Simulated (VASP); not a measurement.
Y, 3 atoms in the cell. The structure is trigonal, space group R-3m (No. 166). The conventional cell has a = 5.696 Å, b = 5.696 Å, c = 3.564 Å, α = 90.00°, β = 90.00°, γ = 120.00°. Y (site symmetry -3m) is surrounded by 8 Y at 3.50 to 3.56 Å. The cell was built by a generator and needn't be a form met in nature.

```yaml
Program: VASP 6.6.1
Task: single point
Functional: r2SCAN
Potentials_or_basis: VASP PAW PBE potentials, release 64 (Y_sv)
Cutoff: 520 eV
k_mesh: 6 × 6 × 4
Occupations: gaussian, width 0.1 eV
Spin: no spin polarisation
Dipole_correction: no
Further_INCAR_settings: ALGO = Normal; EDIFF = 1e-07; NBANDS = 24
```

Potentials or basis: VASP PAW PBE potentials, release 64 (Y_sv).

Launch:

```console
$ cat potpaw_PBE.64/Y_sv/POTCAR > POTCAR
$ cp INCAR.step1 INCAR
$ mpirun -np 1 vasp_std > vasp.out
$ cp INCAR.step2 INCAR
$ mpirun -np 1 vasp_std > vasp.out
```

Hardware: 1 thread of Intel(R) Xeon(R) 6975P-C (Granite Rapids), with other jobs on the host.

How long does it take, and how much memory?

It took 2.9 min on 1 thread of Intel(R) Xeon(R) 6975P-C (Granite Rapids), on a shared host, peak memory 0.25 GiB. Counts: scf iterations 20, k points 24.
